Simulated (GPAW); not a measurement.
## How the form of the self-energy moves the gap of LiH (Fm-3m)

Aim: compare treatments of exchange, screening and correlation for the gap of LiH (Fm-3m).

Main program and level: GPAW 26.7.0; PBE and many-body steps on it, plane waves.

This is a report of a sequence of runs, with most program output left out.

The database entry behind the starting cell differs from later determinations by our own check (the deuteride, about 0.2 % short), so it need not match the best structure at ambient conditions.

### Step 1. The starting structure

It takes space group Fm-3m (No. 225, cubic). Conventional cell: a = 4.074 Å, b = 4.074 Å, c = 4.074 Å, α = 90.00°, β = 90.00°, γ = 90.00°. Li has 6 H at 2.04 Å nearest. Nearest to H lie 6 Li at 2.04 Å. Farther neighbours are not listed.

As a file:

```xyz
2
Lattice="0.0000 2.0368 2.0368 2.0368 0.0000 2.0368 2.0368 2.0368 0.0000" Properties=species:S:1:pos:R:3 pbc="T T T"
Li    0.0000    0.0000    0.0000
H     2.0367    2.0368    2.0368
```

The cell and positions come from the Crystallography Open Database and are kept as given unless a step says otherwise.

### Step 2. Empty states on the mesh, 8×8×8 mesh, 98 bands

This step: GPAW 26.7.0; DFT, PBE, plane waves, PAW.

The sums over transitions need many empty states on a uniform mesh; this step solves for them.

The input, run.py:

```python
import json
import numpy as np
from gpaw.mpi import world
from gpaw import GPAW

calc = GPAW('gs.gpw').fixed_density(kpts={'size': (8, 8, 8), 'gamma': True},
    parallel={'domain': 1, 'band': 1},
    txt='nscf.txt')
calc.diagonalize_full_hamiltonian(nbands=98)
calc.write('full.gpw', mode='all')
res = {}
kpts = calc.get_ibz_k_points()
res['kpts'] = kpts
res['eigenvalues'] = [calc.get_eigenvalues(kpt=k) for k in range(len(kpts))]
res['n_electrons'] = calc.get_number_of_electrons()

if world.rank == 0:
    with open('result.json', 'w') as f:
        json.dump(res, f, default=lambda x: x.tolist())
```

Started as:

```sh
$ mpirun -n 4 gpaw python run.py
```

The job ended after 8.1 s (4 MPI ranks of Intel Xeon Platinum 8259CL at 2.50GHz (Skylake/Cascade Lake), shared host; peak memory 0.71 GiB; 31 s of CPU time).

This step gave:

```
gap                                                           : 2.999 eV
k of the valence top                                          : 0.5, 0.5, 0
k of the conduction bottom                                    : 0.5, 0.5, 0
least direct gap                                              : 2.999 eV
k points computed                                             : 29
lowest point of the top converged band, above the valence top : 169.3394 eV
```

On this mesh the gap is 2.999 eV.

### Step 3. G0W0, Godby-Needs plasmon pole

Now the one-shot GW correction: screening in the RPA, then the self-energy of the levels asked for.

This step: G0W0 on PBE, plane waves, PAW.

The input, run.py:

```python
import json
import numpy as np
from gpaw.mpi import world
from gpaw.response.g0w0 import G0W0

gw = G0W0('full.gpw',
    filename='gw',
    kpts=[0, 24],
    bands=(0, 3),
    ecut=175,
    nbands=88,
    integrate_gamma='WS',
    ppa=True)
gw.calculate()
res = {mode: {k: v for k, v in r.items() if k != 'sigma_eskwn'}
       for mode, r in gw.all_results.items()}

if world.rank == 0:
    with open('result.json', 'w') as f:
        json.dump(res, f, default=lambda x: x.tolist())
```

Started as:

```sh
$ mpirun -n 4 gpaw python run.py
```

It took 2.7 min on 4 MPI ranks; peak memory 0.82 GiB.

Numbers from this step:

* G0W0 gap on the points computed: 4.994 eV
* least direct G0W0 gap on the computed points: 4.994 eV
* Z at the valence top: 0.7739
* Z at the conduction bottom: 0.8146
* starting gap on the mesh: 2.999 eV
* k of the valence top: 0.5, 0.5, 0
* k of the conduction bottom: 0.5, 0.5, 0

The gap on the mesh goes from 3.00 eV to 4.99 eV, a correction of +2.00 eV.

### Step 4. G0W0, full frequency, Hilbert transform

Changes to run.py since step 3:

```diff
@@ -12,3 +12,5 @@
     integrate_gamma='WS',
-    ppa=True)
+    frequencies={'type': 'nonlinear', 'domega0': 0.1, 'omega2': 15.0},
+    eta=0.1,
+    nblocksmax=True)
 gw.calculate()
```

Started as:

```sh
$ mpirun -n 4 gpaw python run.py
```

Run time: 3.4 min. Hardware: 4 MPI ranks; peak memory 0.98 GiB.

This step gave:

```yaml
g0w0_gap_on_the_points_computed: 5.001 eV
least_direct_g0w0_gap_on_the_computed_points: 5.001 eV
z_at_the_valence_top: 0.7648
z_at_the_conduction_bottom: 0.7929
starting_gap_on_the_mesh: 2.999 eV
k_of_the_valence_top: 0.5, 0.5, 0
k_of_the_conduction_bottom: 0.5, 0.5, 0
```

Against G0W0 in GPAW (8×8×8 mesh, 88 bands, screening to 175 eV, Godby-Needs plasmon pole), the gap moves by +0.007 eV.

### Step 5. G0W0, multipole

Changes to run.py since step 4:

```diff
@@ -12,5 +12,3 @@
     integrate_gamma='WS',
-    frequencies={'type': 'nonlinear', 'domega0': 0.1, 'omega2': 15.0},
-    eta=0.1,
-    nblocksmax=True)
+    mpa={'npoles': 4, 'wrange': [0, 40], 'varpi': 20.0, 'eta0': 0.01, 'eta_rest': 1.0, 'alpha': 1})
 gw.calculate()
```

Started as:

```sh
$ mpirun -n 4 gpaw python run.py
```

It took 3.6 min on 4 MPI ranks; peak memory 0.82 GiB; 15 min of CPU time.

This step gave:

```
G0W0 gap on the points computed              : 4.970 eV
least direct G0W0 gap on the computed points : 4.970 eV
starting gap on the mesh                     : 2.999 eV
k of the valence top                         : 0.5, 0.5, 0
k of the conduction bottom                   : 0.5, 0.5, 0
```

Against G0W0 in GPAW (8×8×8 mesh, 88 bands, screening to 175 eV, Godby-Needs plasmon pole), the gap moves by −0.025 eV.

### Step 6. The runs together

Times are wall times on 4 MPI ranks of Intel Xeon Platinum 8259CL at 2.50GHz (Skylake/Cascade Lake), shared host, good to a factor of about two.

| run | mesh | bands | screening cutoff (eV) | DFT gap (eV) | gap on the mesh (eV) | direct (eV) | time |
| --- | --- | --- | --- | --- | --- | --- | --- |
| G0W0, Godby-Needs plasmon pole | 8×8×8 | 88 | 175 | 2.999 | 4.994 | 4.994 | 2.7 min |
| G0W0, full frequency, Hilbert transform | 8×8×8 | 88 | 175 | 2.999 | 5.001 | 5.001 | 3.4 min |
| G0W0, multipole | 8×8×8 | 88 | 175 | 2.999 | 4.970 | 4.970 | 3.6 min |

### Step 7. Outcome

| Quantity | Value |
| --- | --- |
| G0W0, Godby-Needs plasmon pole | 4.994 eV |
| G0W0, full frequency, Hilbert transform | 5.001 eV |
| G0W0, multipole | 4.970 eV |
| known limits | not at the basis limit |

What this shows: G0W0, full frequency, Hilbert transform: +0.007 eV against G0W0, Godby-Needs plasmon pole. G0W0, multipole: −0.025 eV against G0W0, Godby-Needs plasmon pole. Bands and cutoff are finite, so the gap is not at the basis limit. The miss can reach some tenths of an eV and take either sign; the mesh is an error of its own. These stock PAW sets were not made for GW. In the G0W0 runs levels were corrected at 2 k points alone, so a gap called «on the mesh» is the least over those, and an edge elsewhere would be missed.

[Paths, hosts, dates, memory and timing lines, banners, echoed tables and standing remarks are left out of the program output.]

[Logs are printed without paths, hosts, clocks, repeated set-up lines and the standing remarks that a program may print on its own settings, such as how far it seeks lower states.]

[Runs of the session that timed out or met a known fault of the program may be left out.]

[Hosts, paths, dates, database ids (printed as entryN), source tags and the programs' standing remarks are cut or masked in the printed files.]
